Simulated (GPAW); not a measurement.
The system is AlRu.

```
Ru Al
1.0
     2.99160    0.00000    0.00000
     0.00000    2.99160    0.00000
     0.00000    0.00000    2.99160
Ru Al
1 1
Direct
  0.50000 0.50000 0.50000
  0.00000 0.00000 0.00000
```

Base run:

```yaml
Program: GPAW 26.7.0
Functional: LDA
Potentials_or_basis: the program's PAW data sets (release 1.2.1) made for this functional
Cutoff: 600 eV
Basis: pw
k_mesh: 9 × 9 × 9
Occupations: fermi-dirac, width 0.05 eV
Spin: no spin polarisation
```

Its results: pressure -7.6 GPa.

The run is repeated on the same cell with these changes: functional from LDA to PBEsol; potentials or basis from the program's PAW data sets (release 1.2.1) made for this functional to PAW data sets generated in the run's folder for this functional. What comes out?

Pressure -2.6 GPa.
